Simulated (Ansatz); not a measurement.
Ru:

```
Ru
1.0
     2.70580    0.00000    0.00000
    -1.35290    2.34329    0.00000
     0.00000    0.00000    4.28190
Ru
2
Direct
  0.66667 0.33333 0.75000
  0.33333 0.66667 0.25000
```

- Program: Ansatz 0.2.0
- Task: relaxation of cell and atoms
- Functional: BLYP
- Potentials or basis: all-electron LAPW, scalar-relativistic
- Basis error allowed: 0.001 eV/atom
- k mesh: 11 × 11 × 6
- Occupations: fermi-dirac, width 0.05 eV
- Spin: no spin polarisation

At the start: volume 13.57 Å³/atom.

Task: How do energy, volume and symmetry change on relaxing?

Result: Over 6 steps the energy falls by 47.3 meV/atom and the volume is 14.43 Å³/atom (+6.3 %); space group P6_3/mmc (No. 194, to 0.05 Å).

Step by step:
| step | energy change (eV) | largest force (eV/Å) | volume (Å³) |
| --- | --- | --- | --- |
| 1 | 0.0000 | 0.0000 | 27.15 |
| 2 | -0.0179 | 0.0000 | 30.57 |
| 3 | -0.0935 | 0.0000 | 29.05 |
| 4 | -0.0947 | 0.0000 | 28.82 |
| 5 | -0.0947 | 0.0000 | 28.85 |
| 6 | -0.0947 | 0.0000 | 28.85 |

Final structure:
```xyz
2
Lattice="2.7641 0.0000 0.0000 -1.3820 2.3938 0.0000 0.0000 0.0000 4.3603" Properties=species:S:1:pos:R:3 pbc="T T T"
Ru    1.3820    0.7979    3.2702
Ru    0.0000    1.5959    1.0901
```
